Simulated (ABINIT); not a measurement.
# Rh (Fm-3m) in ABINIT: notebook, part 2 of 2

ABINIT 10.8.3 (patched build). The steps go on from the part before.

## 3. Band structure, HCTH407

File run.abi:

```
# Datasets: ground state, then fixed potential
ndtset 2

# Pseudopotentials
pp_dirpath "./"
pseudos "Rh.GGA_PBE-JTH.xml"

# Structure
acell 3*1.0 Angstrom
rprim
     0.0000000000     1.8978500000     1.8978500000
     1.8978500000     0.0000000000     1.8978500000
     1.8978500000     1.8978500000     0.0000000000
ntypat 1
znucl 45
natom 1
typat 1
xred
     0.0000000000     0.0000000000     0.0000000000

# Plane-wave basis
ecut 20.0
pawecutdg 40.0

# Exchange and correlation
ixc 27

# Bands and occupations
occopt 3
tsmear 0.00183747

# SCF cycle
nstep 100

# Output
iomode 3
prtwf 0
prteig 0
prtebands 0
enunit 1
prtden1 1

# Dataset 1
kptopt1 1
ngkpt1 12 12 12
nshiftk1 1
shiftk1 0.0 0.0 0.0
nband1 13
tolvrs1 1.0e-9

# Dataset 2: bands along G-X-W-K-G-L-U-W-L-K
iscf2 -2
getden2 1
nband2 17
nbdbuf2 2
tolwfr2 1.0e-12
kptopt2 -9
ndivsm2 6
prteig2 1
kptbounds2
     0.0000000000     0.0000000000     0.0000000000
     0.5000000000     0.0000000000     0.5000000000
     0.5000000000     0.2500000000     0.7500000000
     0.3750000000     0.3750000000     0.7500000000
     0.0000000000     0.0000000000     0.0000000000
     0.5000000000     0.5000000000     0.5000000000
     0.6250000000     0.2500000000     0.6250000000
     0.5000000000     0.2500000000     0.7500000000
     0.5000000000     0.5000000000     0.5000000000
     0.3750000000     0.3750000000     0.7500000000
```

Potentials or basis: JTH PAW PBE v2.0.

Command:

```sh
> abinit run.abi > log 2>&1
```

run.abo:

```text
.Version 10.8.3 of ABINIT
 DATASET    1 : space group Fm -3 m (#225); Bravais cF (face-center cubic)
================================================================================
 Values of the parameters that define the memory need for DATASET  1.
     intxc =       0    ionmov =       0      iscf =       7    lmnmax =      18
     lnmax =       6     mgfft =      24  mpssoang =       3    mqgrid =    3001
     natom =       1  nloc_mem =       2    nspden =       1   nspinor =       1
    nsppol =       1      nsym =      48    n1xccc =       1    ntypat =       1
    occopt =       3   xclevel =       2
       mpw =         403          nfft =       13824          nkpt =          72
 PAW method is used; the additional fine FFT grid is defined by:
   mgfftf=        30    nfftf =     27000
================================================================================
================================================================================

 DATASET    2 : space group Fm -3 m (#225); Bravais cF (face-center cubic)
================================================================================
 Values of the parameters that define the memory need for DATASET  2.
     intxc =       0    ionmov =       0      iscf =      -2    lmnmax =      18
     lnmax =       6     mgfft =      24  mpssoang =       3    mqgrid =    3001
     natom =       1  nloc_mem =       2    nspden =       1   nspinor =       1
    nsppol =       1      nsym =      48    n1xccc =       1    ntypat =       1
    occopt =       3   xclevel =       2
       mpw =         403          nfft =       13824          nkpt =         103
 PAW method is used; the additional fine FFT grid is defined by:
   mgfftf=        30    nfftf =     27000
================================================================================
================================================================================

--------------------------------------------------------------------------------
------------- Echo of variables that govern the present computation ------------
--------------------------------------------------------------------------------
[... 1039 lines left out ...]
 ------------------------------------------------
 Atom  Sphere_radius  Integrated_density
    1        2.21251         14.93779424

================================================================================

 ----iterations are completed or convergence reached----

 Mean square residual over all n,k,spin=   52.158E-14; max=  99.918E-14
 reduced coordinates (array xred) for    1 atoms
       0.000000000000      0.000000000000      0.000000000000

 cartesian coordinates (angstrom) at end:
    1      0.00000000000000     0.00000000000000     0.00000000000000
 length scales=  1.889726125908  1.889726125908  1.889726125908 bohr
              =  1.000000000000  1.000000000000  1.000000000000 angstroms
 Eigenvalues (   eV  ) for nkpt= 103  k points:
 kpt#   1, nband= 17, wtk=  1.00000, kpt=  0.0000  0.0000  0.0000 (reduced coord)
 -63.24225  -30.72864  -30.72864  -30.72864    8.10275   12.84746   12.84746   12.84746
  14.86974   14.86974   31.77246   37.47658   37.47658   37.47658   42.60744   48.23209
  48.23209
 kpt#   2, nband= 17, wtk=  1.00000, kpt=  0.0294  0.0000  0.0294 (reduced coord)
 -63.24099  -30.73475  -30.73090  -30.73090    8.14949   12.81605   12.87084   12.87084
  14.83699   14.88110   31.84022   37.27229   37.48677   37.48677   42.95814   47.94820
  47.98085
 kpt#   3, nband= 17, wtk=  1.00000, kpt=  0.0588  0.0000  0.0588 (reduced coord)
 -63.23726  -30.75282  -30.73758  -30.73758    8.28817   12.72395   12.94074   12.94074
  14.74139   14.91490   32.04074   36.78847   37.50773   37.50773   43.87628   47.24593
  47.24594
 kpt#   4, nband= 17, wtk=  1.00000, kpt=  0.0882  0.0000  0.0882 (reduced coord)
 -63.23117  -30.78212  -30.74845  -30.74845    8.51366   12.57725   13.05646   13.05646
  14.59119   14.97031   32.36403   36.22328   37.51011   37.51011   45.15158   46.38620
  46.38620
 kpt#   5, nband= 17, wtk=  1.00000, kpt=  0.1176  0.0000  0.1176 (reduced coord)
[... 381 lines left out ...]
  16.12841   22.32355   24.52052   30.03048   34.65075   35.66283   45.09331   45.13183
  48.86426
 kpt# 101, nband= 17, wtk=  1.00000, kpt=  0.4000  0.4000  0.7000 (reduced coord)
 -63.10186  -31.28308  -31.13119  -30.91188   10.70942   11.56299   13.28645   14.62588
  16.10478   23.12622   24.53275   29.04282   33.95660   36.13487   45.28492   45.50660
  47.75121
 kpt# 102, nband= 17, wtk=  1.00000, kpt=  0.3875  0.3875  0.7250 (reduced coord)
 -63.09859  -31.27214  -31.15405  -30.92510   10.55905   11.35606   13.54067   14.93466
  16.12095   23.83511   24.45942   28.27996   33.28854   36.56587   45.43887   46.02609
  46.74729
 kpt# 103, nband= 17, wtk=  1.00000, kpt=  0.3750  0.3750  0.7500 (reduced coord)
 -63.09665  -31.28576  -31.14384  -30.93616   10.41688   11.14592   13.83400   15.15885
  16.19941   23.83323   24.71045   28.01154   32.68769   36.91770   45.52711   45.59542
  46.95269

== END DATASET(S) ==============================================================
================================================================================

 -outvars: echo values of variables after computation  --------
            acell      1.8897261259E+00  1.8897261259E+00  1.8897261259E+00 Bohr
           etotal1    -1.1188413293E+02
            fcart1    -0.0000000000E+00 -0.0000000000E+00 -0.0000000000E+00
            rprim      0.0000000000E+00  1.8978500000E+00  1.8978500000E+00
                       1.8978500000E+00  0.0000000000E+00  1.8978500000E+00
                       1.8978500000E+00  1.8978500000E+00  0.0000000000E+00
           strten1    -4.3350565976E-05 -4.3350565976E-05 -4.3350565976E-05
                       0.0000000000E+00  0.0000000000E+00  0.0000000000E+00
 Calculation completed.
```

Wall time 32 s (1 thread of Arm Neoverse V1, shared host); peak memory 0.11 GiB.

What came out:

| Quantity | Value |
| --- | --- |
| Free energy | -3044.5224 eV |
| Pressure | 1.3 GPa |
| Band gap on the k mesh | none (metal or under the smearing width) |
| Valence electrons inside the program's atomic spheres | Rh 14.94 (radii [1.1708] Å) |

Levels at the corners of the path, in eV from the Fermi level:
```tsv
point	band 5	band 6	band 7	band 8	band 9	band 10	band 11	band 12
Γ	-7.76	-3.02	-3.02	-3.02	-1.00	-1.00	15.91	21.61
X	-6.26	-5.88	0.49	0.92	0.92	3.44	12.38	13.68
W	-4.99	-3.75	-3.75	-1.19	0.93	9.79	9.79	11.67
K	-5.45	-4.72	-2.03	-0.71	0.33	7.97	8.84	12.15
Γ	-7.76	-3.02	-3.02	-3.02	-1.00	-1.00	15.91	21.61
L	-6.00	-3.11	-3.11	0.52	0.52	0.81	8.82	15.42
U	-5.45	-4.72	-2.03	-0.71	0.33	7.97	8.84	12.15
W	-4.99	-3.75	-3.75	-1.19	0.93	9.79	9.79	11.67
L	-6.00	-3.11	-3.11	0.52	0.52	0.81	8.82	15.42
K	-5.45	-4.72	-2.03	-0.71	0.33	7.97	8.84	12.15
```

Caveat: the PAW data sets were made with another functional, which shifts forces and pressure a little.

## 4. Against experiment

Step 2. A measured bulk modulus of Rh is 264 GPa (quoted in “Thermal equation of state of rhodium characterized by XRD in a resistively heated diamond anvil cell”, 2024, pmc:11535440); the calculated 298 GPa misses it by +12.8 %. The fit is for a static lattice scaled at fixed shape and fixed fractional positions.
